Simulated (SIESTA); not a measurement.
Pd under changes of volume

One of the cells (15.045 Å³/atom); the others are scaled copies at fixed shape and fractional positions:

```xyz
1
Lattice="0.0000 1.9594 1.9594 1.9594 0.0000 1.9594 1.9594 1.9594 0.0000" Properties=species:S:1:pos:R:3 pbc="T T T"
Pd    0.0000    0.0000    0.0000
```

* Program: SIESTA 5.4.2
* Functional: PBEsol
* Potentials or basis: PseudoDojo 0.4 standard (PBEsol files)
* Basis: DZP (energy shift 0.003 Ry; two zetas on semicore shells)
* Grid cutoff: 800 Ry
* Energy shift: 0.003 Ry
* k mesh: 12 × 12 × 12
* Occupations: fermi-dirac, width 0.05 eV
* Spin: no spin polarisation

| volume (Å³/atom) | energy over the lowest point (meV/atom) | pressure (GPa) |
| --- | --- | --- |
| 13.865 | 22.74 | 11.1 |
| 14.160 | ? | ? |
| 14.455 | 0.00 | 1.8 |
| 15.045 | 8.79 | -5.7 |
| 15.340 | 22.18 | -8.5 |
| 15.635 | 40.61 | -11.2 |

Task: What does the run at 14.160 Å³/atom give?

Result: Energy over the lowest point 7.19 meV/atom; pressure 6.2 GPa.

Worked out: A Birch-Murnaghan fit of order 3 (a polynomial in V^(-2/3)) to the other rows has its minimum at 14.56 Å³/atom with B0 = V·E''(V) = 198 GPa and B' = 6.5. It gives 6.82 meV/atom at 14.160 Å³/atom, against the run's 7.19, and -dE/dV = 6.0 GPa, against 6.2.

Energies are extrapolated to zero smearing.

Caveats: the basis of atomic orbitals isn't converged, which shifts pressures, moduli and gaps.
